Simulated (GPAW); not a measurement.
Runs of GPAW 26.7.0 on ZnSe (Stilleite). Symmetry: F-43m, No. 216, cubic system. The conventional cell has a = 5.668 Å, b = 5.668 Å, c = 5.668 Å, α = 90.00°, β = 90.00°, γ = 90.00°. Se (site symmetry -43m) is surrounded by 4 Zn at 2.45 Å. Zn (site symmetry -43m) has 4 Se at 2.45 Å as nearest neighbours. 

```tsv
task	level	potentials or basis	spin	cutoff (eV)	maxiter	eigensolver	band path	band points	spin axis theta (degrees)	other keys	gap on the mesh (eV)	pressure (GPa)	V0 of scaled cells (Å³/atom)	B0 (GPa)
single point	PBE	GPAW PAW data sets (gpaw-data 1.2.1), pw	off	700	60	-	-	-	-	several, not listed	1.30	2.1	-	-
equation of state	PBE	SG15 ONCV 1.2, pw	off	1100	150	-	-	-	-	-	-	-	(a)	(b)
band structure	TPSS	GPAW PAW data sets (gpaw-data 1.2.1), pw	SOC, no magnetisation	600	150	davidson	GXWKGLUWLK,UX	60	90	-	1.33	1.7	-	-
equation of state	AM05+D4	PAW data sets generated in the run's folder for this functional, pw	off	600	150	-	-	-	-	-	-	-	(c)	66
```

Alike in all rows: cell as given; k mesh 7 × 7 × 7; smearing fermi-dirac 0.05 eV.

Question: Fill in the values left out.

Answer: (a) 23.63; (b) 56; (c) 22.13.

Caveats: spin-orbit coupling was added after a scalar SCF, so levels and gaps hold it while energy, forces, pressure and moments don't (some runs); this program's spin-orbit splittings come out too wide for heavy elements (some runs); the PAW data sets were made with another functional, which shifts forces and pressure a little (some runs).

A k mesh can miss the band edges, and rows without SOC leave out spin-orbit coupling on Se.
